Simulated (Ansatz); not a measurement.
Geometry optimisation in Ansatz: input, command and trajectory.

```yaml
crystal:
  lattice:
    - [2.6763317891, 0.0, 0.0]
    - [-1.3381658946, 2.3177713183, 0.0]
    - [0.0, 0.0, 4.3046887922]
  atoms:
    - { symbol: Rh, position: [0.6666666667, 0.3333333333, 0.75] }
    - { symbol: Rh, position: [0.3333333333, 0.6666666667, 0.25] }
basis:
  ecutwfc: 500
kpoints:
  mp_grid: { grid: [18, 18, 10] }
hamiltonian:
  xc: r2scan
scf:
  occupations: { method: gaussian, width: 0.1 }
output:
  forces: true
  stress: true
  eigenvalues: true
relax:
  adjacent_minimum: "off"
  f_tol: 0.01
  max_steps: 30
  cell: { stress_tol: 0.1, fix: [volume] }
```

```bash
ansatz run input.yaml --threads 1 --pin off --max-ram 2560MiB --backend cpu --events-out ev --progress --plain --runs-dir out
```

Level of theory: Ansatz 0.2.0, DFT r2SCAN, scalar-relativistic, plane waves, PAW.

The volume is held at 0.97 times that of the relaxed cell.

Of 3 frames 3 are shown, positions in Å and forces in eV/Å; the SCF threshold varies from step to step. Steps run on the plane waves of an earlier cell, with a Pulay correction in the pressure. The basis is chosen afresh for the last frame, the zero of the energies, and at times for earlier ones too; energy and pressure step there, also at an unchanged geometry.

```xyz
2
Lattice="2.6763 0.0000 0.0000 -1.3382 2.3178 0.0000 0.0000 0.0000 4.3047" Properties=species:S:1:pos:R:3:forces:R:3 pbc="T T T" step=1 free_energy_over_end_meV_per_atom=0.01 pressure_GPa=9.20
Rh    1.3382    0.7726    3.2285    0.0000    0.0000    0.0000
Rh    0.0000    1.5452    1.0762    0.0000    0.0000    0.0000
2
Lattice="2.6755 0.0000 0.0000 -1.3378 2.3171 0.0000 0.0000 0.0000 4.3072" Properties=species:S:1:pos:R:3:forces:R:3 pbc="T T T" step=2 free_energy_over_end_meV_per_atom=0.00 pressure_GPa=9.19
Rh    1.3378    0.7724    3.2304    0.0000    0.0000    0.0000
Rh    0.0000    1.5447    1.0768    0.0000    0.0000    0.0000
2
Lattice="2.6755 0.0000 0.0000 -1.3378 2.3171 0.0000 0.0000 0.0000 4.3072" Properties=species:S:1:pos:R:3:forces:R:3 pbc="T T T" step=3 free_energy_over_end_meV_per_atom=0.00 pressure_GPa=9.19
Rh    1.3378    0.7724    3.2304    0.0000    0.0000    0.0000
Rh    0.0000    1.5447    1.0768    0.0000    0.0000    0.0000
```

The run took 38 s on 1 thread of Intel(R) Xeon(R) Platinum 8375C CPU @ 2.90GHz (Ice Lake), with other jobs on the host, peak memory 0.53 GiB.